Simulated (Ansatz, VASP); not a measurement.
# Two plane-wave programs on Li

INCAR

```
ALGO     = Normal         # electronic algorithm
EDIFF    = 1E-6           # SCF threshold, eV
EDIFFG   = -0.01          # ionic threshold
ENCUT    = 600            # plane-wave cutoff, eV
GGA      = CA             # functional
IBRION   = 2              # ionic algorithm
ISIF     = 3              # what is computed and relaxed
ISMEAR   = -1             # smearing method
LASPH    = T              # aspherical terms in the spheres
LCHARG   = F              # write CHGCAR
LREAL    = F              # projectors in reciprocal space
LWAVE    = F              # write WAVECAR
NELM     = 80             # most SCF steps
NSW      = 80             # ionic steps
PREC     = Accurate       # precision mode
SIGMA    = 0.1            # smearing width, eV
```

File KPOINTS:

```
k-points
0
Gamma
  12 12 12
```

File POSCAR:

```
Li
1.0
    0.0000000000      2.2107204702      2.2107204702
    2.2107204702      0.0000000000      2.2107204702
    2.2107204702      2.2107204702      0.0000000000
Li
1
Direct
    0.0000000000      0.0000000000      0.0000000000
```

Input for Ansatz:

```yaml
crystal:
  lattice:
    - [0.0, 2.2107204702, 2.2107204702]
    - [2.2107204702, 0.0, 2.2107204702]
    - [2.2107204702, 2.2107204702, 0.0]
  atoms:
    - { symbol: Li, position: [0.0, 0.0, 0.0] }
hamiltonian:
  xc: lda
  pseudopotentials:
    kind: paw
    azcp:
      Li: "pseudopotentials/Li.paw.azcp"
basis:
  ecutwfc: 420
  fft_grid_basis: typed
kpoints:
  mp_grid: { grid: [12, 12, 12], shift: [0, 0, 0] }
magnetization:
  spin_polarized: false
scf:
  occupations: { method: fermi_dirac, width: 0.1 }
relax:
  max_steps: 60
  f_tol: 0.01
  cell: {}
```

The cell was built by a generator and needn't be a form met in nature.

Alike in both runs: task relaxation of cell and atoms; functional LDA; k mesh 12 × 12 × 12; occupations fermi-dirac, width 0.1 eV; no spin polarisation.

|  | VASP | Ansatz |
| --- | --- | --- |
| version | VASP 6.6.1 | Ansatz 0.2.0 |
| potentials or method | VASP PAW LDA potentials, release 64 (Li_sv) | plane waves (420 eV) with PAW, scalar-relativistic |
| plane-wave cutoff (eV) | 600 | 420 |
| valence electrons in the cell | 3 | 3 |

Ansatz gave:

| Property | Result |
| --- | --- |
| relaxed volume (Å³/atom) | 18.99 |
| relaxed cell length with the largest relative difference (Å) | 2.995 |
| energy change over the relaxation (meV/atom) | -14 |

Problem. What did VASP give for the same quantities?

Solution. Relaxed volume (Å³/atom): 18.67; relaxed cell length with the largest relative difference (Å): 2.978; energy change over the relaxation (meV/atom): -17.

Ansatz warned: «pseudo_functional_mismatch».

Caveats: the cutoff is under 1.25 times the usual one of these potentials, so pressure, stress and relaxed cells hold a basis-set (Pulay) error (VASP).
